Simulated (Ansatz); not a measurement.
# Si9O16: the cost of one run

Method: DFT r2SCAN, plane waves, PAW, scalar-relativistic, no spin polarisation, in Ansatz 0.2.0.

## Step 1: The system as given

The cell holds 25 atoms (O16Si9): a = 7.880 Å, b = 7.802 Å, c = 7.242 Å, α = 63.95°, β = 62.03°, γ = 57.89°.

The coordinates stand in the first input below.

## Step 2: Preparing the start

File input.yaml:

```yaml
crystal:
  lattice:
    - [-0.257888, 5.256267, 5.865209]
    - [5.144857, -0.075536, 5.865209]
    - [4.901055, 5.331803, 0.0]
  atoms:
    - { symbol: Si, position: [0.0611, 0.03883, 0.17534] }
    - { symbol: Si, position: [0.243115, 0.600005, 0.251095] }
    - { symbol: Si, position: [0.181495, 0.918805, 0.558895] }
    - { symbol: Si, position: [0.34077, 0.19876, 0.15188] }
    - { symbol: O, position: [0.323425, 0.679025, 0.659965] }
    - { symbol: O, position: [0.24699, 0.43938, 0.16049] }
    - { symbol: O, position: [0.56147, 0.43058, 0.92215] }
    - { symbol: O, position: [0.19802, 0.17807, 0.06313] }
    - { symbol: O, position: [0.32362, 0.05283, 0.39912] }
    - { symbol: O, position: [0.981855, 0.027475, 0.746365] }
    - { symbol: O, position: [0.675085, 0.333505, 0.586115] }
    - { symbol: O, position: [0.58346, 0.11375, 0.99576] }
    - { symbol: Si, position: [0.5611, 0.53883, 0.67534] }
    - { symbol: Si, position: [0.743115, 0.100005, 0.751095] }
    - { symbol: Si, position: [0.681495, 0.418805, 0.058895] }
    - { symbol: Si, position: [0.84077, 0.69876, 0.65188] }
    - { symbol: O, position: [0.823425, 0.179025, 0.159965] }
    - { symbol: O, position: [0.74699, 0.93938, 0.66049] }
    - { symbol: O, position: [0.06147, 0.93058, 0.42215] }
    - { symbol: O, position: [0.69802, 0.67807, 0.56313] }
    - { symbol: O, position: [0.82362, 0.55283, 0.89912] }
    - { symbol: O, position: [0.481855, 0.527475, 0.246365] }
    - { symbol: O, position: [0.175085, 0.833505, 0.086115] }
    - { symbol: O, position: [0.08346, 0.61375, 0.49576] }
    - { symbol: Si, position: [0.5060667, 0.7925364, 0.8669005] }
basis:
  ecutwfc: 500.0
kpoints:
  mp_grid: { grid: [2, 2, 2] }
hamiltonian:
  xc: r2scan
  pseudopotentials: { kind: paw, azcp: { folder: soft_1 } }
scf:
  occupations: { method: fermi_dirac, width: 0.05 }
  lower_state_search: "off"
relax:
  f_tol: 0.08
  max_steps: 25
  adjacent_minimum: "off"
```

On the command line:

```sh
> ansatz run input.yaml --threads 2 --pin off --max-ram 5120MiB --backend cpu --events-out ev --progress --plain --runs-dir out
```

Q: Estimate wall time and peak memory on 2 threads of Arm Neoverse V2, shared host.

About 5 min, with a peak of 1.5 GiB.
